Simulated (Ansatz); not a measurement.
**BaTiO3 under strain**

All numbers below come from Ansatz, DFT PBEsol, scalar-relativistic, plane waves, PAW. (420 eV cutoff, 8×8×8 k-mesh, Gaussian smearing of 0.02 eV, no spin polarisation)

Reference structure (relaxed):

```
CELL_PARAMETERS angstrom
3.96987 0.00000 0.00000
0.00000 3.96987 0.00000
0.00000 0.00000 3.96987
ATOMIC_POSITIONS crystal
Ba 0.50000 0.50000 0.50000
Ti 0.00000 0.00000 0.00000
O 0.50000 0.00000 0.00000
O 0.00000 0.50000 0.00000
O 0.00000 0.00000 0.50000
```

Deformation: uniaxial strain along a, with the lengths of b and c and the atoms relaxed and the angles held, all within the symmetry that the strain leaves. Energies are extrapolated to zero smearing. Gaps are Kohn–Sham gaps over the whole zone.

Spin-orbit coupling is left out, which matters for the bands and energies of heavy elements.

| strain (%) | ΔE (meV/atom) | a (Å) | b (Å) | c (Å) | gap (eV) |
| --- | --- | --- | --- | --- | --- |
| -3.0 | 10.2 | 3.851 | 4.002 | 4.002 | 1.75 |
| -2.0 | 4.3 | 3.890 | 3.991 | 3.991 | 1.78 |
| -1.0 | 1.0 | 3.930 | 3.980 | 3.980 | 1.80 |
| +0.0 | 0.0 | 3.970 | 3.970 | 3.970 | 1.82 |
| +1.0 | 0.9 | 4.010 | 3.960 | 3.960 | 1.78 |
| +2.0 | 3.8 | 4.049 | 3.950 | 3.950 | 1.74 |
| +3.0 | 8.3 | 4.089 | 3.941 | 3.941 | 1.70 |

What stiffness (1/V) d²E/dε² at zero strain does a cubic fit over all points give?

A cubic fit gives (1/V) d²E/dε² = 263 GPa at zero strain (Young's modulus along this axis, angles held).

How does the free axis b answer a small strain?

Between the innermost points its strain is -0.26 times the applied one.

How fast does the gap move with strain on either side?

18 meV per percent on the compressed side and -39 meV per percent on the stretched side; it is indirect at -1.0 %, indirect at zero and indirect at +1.0 %.

Symmetry holds off the tilts and polar distortions that many cubic perovskites undergo.